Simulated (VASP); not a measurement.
**Zr under changes of volume**

One of the cells (21.925 Å³/atom); the others are scaled copies at fixed shape and fractional positions:

```
Zr
1.0
     3.16228    0.00000    0.00000
    -1.58114    2.73862    0.00000
     0.00000    0.00000    5.06343
Zr
2
Cartesian
  1.5811 0.9129 3.7976
  0.0000 1.8257 1.2659
```

* Program: VASP 6.6.1
* Functional: LDA
* Potentials or basis: VASP PAW LDA potentials, release 64 (Zr_sv)
* Cutoff: 520 eV
* k mesh: 8 × 8 × 4
* Occupations: fermi-dirac, width 0.05 eV
* Spin: no spin polarisation

```csv
volume (Å³/atom),energy over the lowest point (meV/atom),pressure (GPa)
21.048,12.71,4.5
21.487,3.35,2.1
21.925,0.00,0.0
22.364,?,?
22.802,9.91,-3.9
```

Q: What does the run at 22.364 Å³/atom give?

A: Energy over the lowest point 2.30 meV/atom; pressure -2.0 GPa.

Worked out: A Birch-Murnaghan fit of order 2 (a polynomial in V^(-2/3)) to the other rows has its minimum at 21.95 Å³/atom with B0 = V·E''(V) = 102 GPa at fixed shape and positions, which overstates the stiffness. It gives 2.44 meV/atom at 22.364 Å³/atom, against the run's 2.30, and -dE/dV = -1.8 GPa, against -2.0.

Energies are extrapolated to zero smearing.
